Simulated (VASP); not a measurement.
Here is a VASP 6.6.1 calculation.

The input INCAR:

```
SYSTEM = Sn
PREC = Accurate ; ENCUT = 600
EDIFF = 1E-6 ; ISMEAR = -1
SIGMA = 0.05 ; LREAL = .False.
LASPH = .True. ; NELM = 80
ALGO = Normal ; ISIF = 3
LWAVE = .False. ; LCHARG = .False.
GGA = PE ; IBRION = 2
NSW = 60 ; EDIFFG = -0.01
```

Contents of KPOINTS:

```
regular mesh
0
Gamma
  10 10 10
  0 0 0
```

File POSCAR:

```
Sn
1.0
   -1.8946518192      1.8946518192      1.8946518192
    1.8946518192     -1.8946518192      1.8946518192
    1.8946518192      1.8946518192     -1.8946518192
Sn
1
Direct
    0.0000000000      0.0000000000      0.0000000000
```

Potentials or basis: VASP PAW PBE potentials, release 64 (Sn_d).

Launch:

```console
$ cat potpaw_PBE.64/Sn_d/POTCAR > POTCAR
$ mpirun -np 1 vasp_std > vasp.out
```

Problem. What does it give for the relaxed cell?

Solution. a = 3.297 Å, b = 3.297 Å, c = 3.297 Å, α = 109.47°, β = 109.47°, γ = 109.47°.

Problem. Predict the band gap on the k mesh.

Solution. None (metal or under the smearing width).

Problem. Predict the space group after relaxing (to 0.05 Å).

Solution. Im-3m (No. 229).

Problem. Estimate the relaxed volume.

Solution. 27.58 Å³/atom.

Step by step:
| step | energy change (eV) | largest force (eV/Å) | pressure (GPa) | volume (Å³) |
| --- | --- | --- | --- | --- |
| 1 | 0.0000 | 0.0000 | 0.66 | 27.20 |
| 2 | -0.0007 | 0.0000 | -0.08 | 27.65 |
| 3 | -0.0007 | 0.0000 | 0.03 | 27.58 |
